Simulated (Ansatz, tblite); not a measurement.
HfO$_{2}$: GFN1-xTB, run from Python

These are simulated results from tblite 0.8.0, not measurements. The cell began as a measured structure and was relaxed with r2SCAN in plane waves (Ansatz 0.2.0). All runs are without spin polarisation.

Space group P2_1/c (No. 14), monoclinic; conventional cell a = 5.114 Å, b = 5.181 Å, c = 5.295 Å, β = 99.5°, 11.53 Å³ an atom. Hf is surrounded by 7 O at 2.04–2.25 Å; O is surrounded by 4 Hf at 2.14–2.25 Å; O is surrounded by 3 Hf at 2.04–2.14 Å.

tblite solves periodic systems at the zone centre alone, so the script builds a cluster of 2×2×2 conventional cells (96 atoms), which folds in a coarse mesh of k points.

Input script:

```python
import json
from ase import Atoms
from ase.build import make_supercell
from ase.units import Bohr, GPa, Hartree
from tblite.interface import Calculator

atoms = Atoms(['Hf', 'Hf', 'Hf', 'Hf', 'O', 'O', 'O', 'O', 'O', 'O', 'O', 'O'],
              cell=[[5.11377795, 0.0, -0.00570437], [0.0, 5.18148018, 0.0], [-0.86374524, 0.0, 5.22401357]],
              scaled_positions=[[0.276189887, 0.041825656, 0.208195895], [0.723810113, 0.541825656, 0.291804105], [0.723810113, 0.958174344, 0.791804105], [0.276189887, 0.458174344, 0.708195895], [0.447923178, 0.757688603, 0.478512137], [0.552076822, 0.257688603, 0.021487863], [0.552076822, 0.242311397, 0.521487863], [0.447923178, 0.742311397, 0.978512137], [0.07017042, 0.333908975, 0.343919002], [0.92982958, 0.833908975, 0.156080998], [0.92982958, 0.666091025, 0.656080998], [0.07017042, 0.166091025, 0.843919002]],
              pbc=True)
cluster = make_supercell(atoms, [[2, 0, 0], [0, 2, 0], [0, 0, 2]])
calc = Calculator('GFN1-xTB', cluster.numbers, cluster.positions / Bohr, lattice=cluster.cell[:] / Bohr, periodic=cluster.pbc)
calc.set('temperature', 0.02 / Hartree)
calc.set('max-iter', 150)
res = calc.singlepoint()
levels = res.get('orbital-energies') * Hartree
nv = round(res.get('orbital-occupations').sum() / 2)
cells = len(cluster) // len(atoms)
out = {'energy_per_cell': res.get('energy') * Hartree / cells, 'homo': levels[nv - 1], 'lumo': levels[nv],
       'stress': (-res.get('virial') * Hartree / cluster.get_volume() / GPa).tolist(), 'charges': res.get('charges')[:len(atoms)].tolist(), 'electrons': 2 * nv / cells}
json.dump(out, open('results.json', 'w'))
for key, value in out.items():
    print(key, value)
```

Command: `python run.py`. It took 6 s on 1 thread of Arm Neoverse V1 (shared host), peak memory 0.13 GiB.

The log:

```
------------------------------------------------------------
  cycle        total energy    energy error   density error
------------------------------------------------------------
      1     -263.0088474578  -2.6296958E+02   1.4790466E+00
      2     -221.4177914298   4.1591056E+01   3.3574317E+00
      3     -295.6727745572  -7.4254983E+01   1.0795287E+00
      4     -339.7709887203  -4.4098214E+01   2.1684688E-01
      5     -331.2292845218   8.5417042E+00   4.5550588E-01
      6     -335.1144446155  -3.8851601E+00   3.3162240E-01
      7     -339.9271114893  -4.8126669E+00   6.1593188E-02
      8     -340.0408576306  -1.1374614E-01   2.0051940E-02
      9     -340.0528787642  -1.2021134E-02   6.0454584E-03
     10     -340.0540016107  -1.1228465E-03   1.8076835E-03
     11     -340.0540910456  -8.9434858E-05   7.7522048E-04
     12     -340.0541162474  -2.5201773E-05   2.5125152E-04
     13     -340.0541177519  -1.5045555E-06   1.2021335E-04
     14     -340.0541181975  -4.4561119E-07   2.7226969E-05
     15     -340.0541182135  -1.5954413E-08   1.7003153E-05
------------------------------------------------------------

 total:                                   5.323 sec
energy_per_cell -1156.6679849853292
homo -17.01154853674443
lumo -15.060726904089917
stress [[5.57985500682848, 6.423778653540044e-06, -0.5628617401330085], [6.4237786526077015e-06, 5.075659834817516, 1.4143685008808411e-05], [-0.5628617401330088, 1.4143685008856499e-05, 6.854601892167645]]
charges [1.0830305112469782, 1.0830104056703571, 1.082993324512086, 1.0830067754825459, -0.5466235554700896, -0.5466256605423725, -0.5466245787535406, -0.5466220041139565, -0.536390571106879, -0.5363840641859294, -0.5363826809618322, -0.5363894320759488]
electrons 64.0
```

The cycle table is in hartree for the whole cluster, and the lines after it are in eV (the energy for one cell). The printed stress is in GPa and positive in compression, and the pressure is its mean diagonal.

GFN1-xTB gives a gap of 1.95 eV. On the same cell, plane-wave PBE (Ansatz, 6×6×6 k points and the special points) gives a gap of 4.09 eV and r2SCAN a gap of 4.60 eV; on shared hosts these took about 81 and 170 core-seconds on the 12-atom cell, against 6 for the script. Spin-orbit coupling, left out in all these runs, can cut or reorder the gap by tenths of an eV, up to about 1 eV with Pb or Bi. xTB was fitted to molecules, so gaps, charges and pressures of solids can be far off, and the gap also depends on the size of the cluster.

The same script was run on cells scaled at fixed shape and fractional coordinates:

```json
{"volume (Å³/atom)": "10.15", "energy (meV/atom)": "122.6", "pressure (GPa, positive in compression)": "24.90", "gap (eV)": "1.92"}
{"volume (Å³/atom)": "10.84", "energy (meV/atom)": "41.0", "pressure (GPa, positive in compression)": "13.62", "gap (eV)": "1.94"}
{"volume (Å³/atom)": "11.53", "energy (meV/atom)": "0.0", "pressure (GPa, positive in compression)": "5.84", "gap (eV)": "1.95"}
{"volume (Å³/atom)": "12.22", "energy (meV/atom)": "-12.9", "pressure (GPa, positive in compression)": "0.36", "gap (eV)": "1.95"}
{"volume (Å³/atom)": "12.92", "energy (meV/atom)": "-5.6", "pressure (GPa, positive in compression)": "-3.60", "gap (eV)": "1.94"}
```

A Birch-Murnaghan fit puts the minimum at 12.28 Å³/atom, 6.5 % above the given cell, with a bulk modulus of 79 GPa at fixed shape.

xTB was fitted mostly to molecules, and a small cluster samples few k points, so gaps, pressures and kinks along a curve can be far from a solid's.

No spin-orbit coupling is included; it can move band edges with weight on the heavy atoms by tenths of an eV.
